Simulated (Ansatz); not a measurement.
Compressing Cu: a fit and a missing row

Cu, P6_3/mmc, a = 2.568 Å, c = 4.194 Å. This isn't the element's structure at ambient conditions. Ansatz: PBE, PAW, 420 eV, Γ-centred 18×18×10 mesh on 2 atoms, Gaussian smearing 0.10 eV; no spin polarisation. Shape and atoms are relaxed at each volume; pressure is positive in compression.

| V (Å³/atom) | P (GPa) |
| --- | --- |
| 10.538 | ? |
| 10.897 | 16.64 |
| 11.256 | 10.07 |
| 11.616 | 4.58 |
| 11.975 | 0.00 |
| 12.334 | -3.82 |
| 12.693 | -7.01 |
| 13.172 | -10.43 |

Problem. Take V0 = 11.975 Å³/atom, fit the third-order Birch–Murnaghan form to the other rows, and predict the missing pressure.

Solution. With the Eulerian strain f = ½[(V0/V)^(2/3) − 1] and y = P/[3f(1 + 2f)^(5/2)], the form is the line y = B0 + 1.5 B0 (B0′ − 4) f. Rows (f, y): 0.03245, 146.1; 0.02107, 143.7; 0.01025, 141.6; -0.00975, 137.2; -0.01904, 135.2; -0.03077, 132.4. Means f = 0.0007017, y = 139.37; Σ(Δf)² = 0.003003, ΣΔfΔy = 0.6475; the slope is their ratio. y = 139.2 + 215.6 f GPa, so B0 = 139.2 GPa and B0′ = 4 + 2 × (215.6)/(3 × 139.2) = 5.03. At V = 10.538, f = 0.04448, y = 148.79 and P = 24.57 GPa. The run gave 24.52 GPa, so the fit is 0.05 GPa too high, a small miss on the scale of the series.